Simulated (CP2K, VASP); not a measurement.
This is a calculation of BaTiO3 for VASP 6.6.1. 

INCAR

```
SYSTEM = BaTiO3
ALGO = Normal ; EDIFF = 1E-6
ENCUT = 520 ; GGA = PE
ISIF = 2 ; ISMEAR = 0
LASPH = .True. ; LCHARG = .False.
LREAL = .False. ; LWAVE = .False.
NBANDS = 28 ; NELM = 100
PREC = Accurate ; SIGMA = 0.011
```

The input KPOINTS:

```
k-points
0
Gamma
  7 7 7
  0 0 0
```

The input POSCAR:

```
BaTiO3
1.0
    3.9998000000      0.0000000000      0.0000000000
    0.0000000000      3.9998000000      0.0000000000
    0.0000000000      0.0000000000      4.0180000000
Ba Ti O
1 1 3
Direct
    0.0000000000      0.0000000000      0.0000000000
    0.5000000000      0.5000000000      0.4900000000
    0.0000000000      0.5000000000      0.5170000000
    0.5000000000      0.0000000000      0.5170000000
    0.5000000000      0.5000000000      0.0190000000
```

Potentials or basis: VASP PAW PBE potentials, release 64 (Ba_sv, Ti_sv, O).

Launch:

```sh
$ cat potpaw_PBE.64/Ba_sv/POTCAR potpaw_PBE.64/Ti_sv/POTCAR potpaw_PBE.64/O/POTCAR > POTCAR
$ mpirun -np 1 vasp_std > vasp.out
```

Set up the same calculation for CP2K 2026.2. Potentials or basis there: POTENTIAL_UZH Ba GTH-PBE-q10, Ti GTH-PBE-q12, O GTH-PBE-q6; TZVP-MOLOPT-PBE-GTH basis.

As run (cutoffs and basis follow the program's own potentials, and thresholds, step limits or extra output files can differ):

File batio3_scf.inp:

```
&GLOBAL
  PROJECT batio3_scf
  RUN_TYPE ENERGY_FORCE
  PRINT_LEVEL LOW
&END GLOBAL
&FORCE_EVAL
  METHOD QS
  STRESS_TENSOR ANALYTICAL
  &DFT
    BASIS_SET_FILE_NAME BASIS_MOLOPT_UZH
    POTENTIAL_FILE_NAME POTENTIAL_UZH
    &MGRID
      CUTOFF 600
      REL_CUTOFF 60
      NGRIDS 4
    &END MGRID
    &QS
      METHOD GPW
      EPS_DEFAULT 1.0E-10
    &END QS
    &KPOINTS
      SCHEME MONKHORST-PACK 7 7 7
      GAMMA_CENTERED T
      SYMMETRY T
      SYMMETRY_BACKEND SPGLIB
    &END KPOINTS
    &SCF
      SCF_GUESS ATOMIC
      EPS_SCF 1.0E-6
      MAX_SCF 100
      ADDED_MOS 19
      CHOLESKY OFF
      EPS_EIGVAL 1.0E-7
      &DIAGONALIZATION ON
        ALGORITHM STANDARD
      &END DIAGONALIZATION
      &MIXING ON
        METHOD BROYDEN_MIXING
        ALPHA 0.4
        BETA 1.5
        NBUFFER 8
      &END MIXING
      &SMEAR ON
        METHOD GAUSSIAN
        SIGMA [eV] 0.011
      &END SMEAR
    &END SCF
    &XC
      &XC_FUNCTIONAL
        &GGA_X_PBE
        &END GGA_X_PBE
        &GGA_C_PBE
        &END GGA_C_PBE
      &END XC_FUNCTIONAL
    &END XC
    &PRINT
      &KPOINTS ON
      &END KPOINTS
      &MULLIKEN ON
      &END MULLIKEN
      &MO ON
        ENERGIES T
        OCCUPATION_NUMBERS T
        &EACH
          QS_SCF 0
        &END EACH
        ADD_LAST NUMERIC
      &END MO
      &LOWDIN ON
      &END LOWDIN
      &HIRSHFELD ON
        SHAPE_FUNCTION DENSITY
      &END HIRSHFELD
    &END PRINT
  &END DFT
  &SUBSYS
    &CELL
      A 3.9998000000 0.0000000000 0.0000000000
      B 0.0000000000 3.9998000000 0.0000000000
      C 0.0000000000 0.0000000000 4.0180000000
      PERIODIC XYZ
    &END CELL
    &COORD
      Ba  0.0000000000 0.0000000000 0.0000000000
      Ti  1.9999000000 1.9999000000 1.9688200000
      O   0.0000000000 1.9999000000 2.0773060000
      O   1.9999000000 0.0000000000 2.0773060000
      O   1.9999000000 1.9999000000 0.0763420000
    &END COORD
    &KIND Ba
      BASIS_SET TZVP-MOLOPT-PBE-GTH-q10
      POTENTIAL GTH-PBE-q10
    &END KIND
    &KIND Ti
      BASIS_SET TZVP-MOLOPT-PBE-GTH-q12
      POTENTIAL GTH-PBE-q12
    &END KIND
    &KIND O
      BASIS_SET TZVP-MOLOPT-PBE-GTH-q6
      POTENTIAL GTH-PBE-q6
    &END KIND
    &PRINT
      &ATOMIC_COORDINATES ON
      &END ATOMIC_COORDINATES
      &CELL ON
      &END CELL
    &END PRINT
  &END SUBSYS
  &PRINT
    &FORCES ON
    &END FORCES
    &STRESS_TENSOR ON
    &END STRESS_TENSOR
  &END PRINT
&END FORCE_EVAL
```

Potentials or basis: POTENTIAL_UZH Ba GTH-PBE-q10, Ti GTH-PBE-q12, O GTH-PBE-q6; TZVP-MOLOPT-PBE-GTH basis.

Launch:

```bash
$ OMP_NUM_THREADS=1 cp2k.psmp -i batio3_scf.inp -o batio3_scf.out
```

Both were run:

|  | VASP | CP2K |
| --- | --- | --- |
| Pressure | 4.2 GPa | 4.1 GPa |

Pressure is positive in compression.
